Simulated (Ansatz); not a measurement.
SiO2:

```
Si O
1.0
     4.97559    0.00000    0.00000
     0.00000    4.97559    0.00000
     0.00000    0.00000    6.90089
Si O
4 8
Direct
  0.80325 0.80325 0.50000
  0.69675 0.30325 0.25000
  0.30325 0.69675 0.75000
  0.19675 0.19675 0.00000
  0.76176 0.11039 0.43204
  0.88961 0.23824 0.06796
  0.11039 0.76176 0.56796
  0.26176 0.38961 0.81796
  0.23824 0.88961 0.93204
  0.73824 0.61039 0.31796
  0.38961 0.26176 0.18204
  0.61039 0.73824 0.68204
```

The cell comes from a database or a generator and needn't be the stable form of this composition.

Base run:

- Program: Ansatz 0.2.0
- Functional: PBE0
- Potentials or basis: Ansatz PAW
- Cutoff: 420 eV
- Density cutoff: 1680 eV
- k mesh: 4 × 4 × 4
- Occupations: fixed
- Spin: no spin polarisation

Its results: band gap on the k mesh 8.29 eV, direct; largest force 0.067 eV/Å.

Question: The run is repeated on the same cell with these changes: functional from PBE0 to HSE06; level from pbe0 to hse06. What comes out?

Answer: Band gap on the k mesh 7.52 eV, direct; largest force 0.061 eV/Å.

Caveats: the PAW data sets come from PBE, with cores solved anew for the run's functional, which leaves a small shift of forces and pressure.

Not every run made on this cell is shown here.
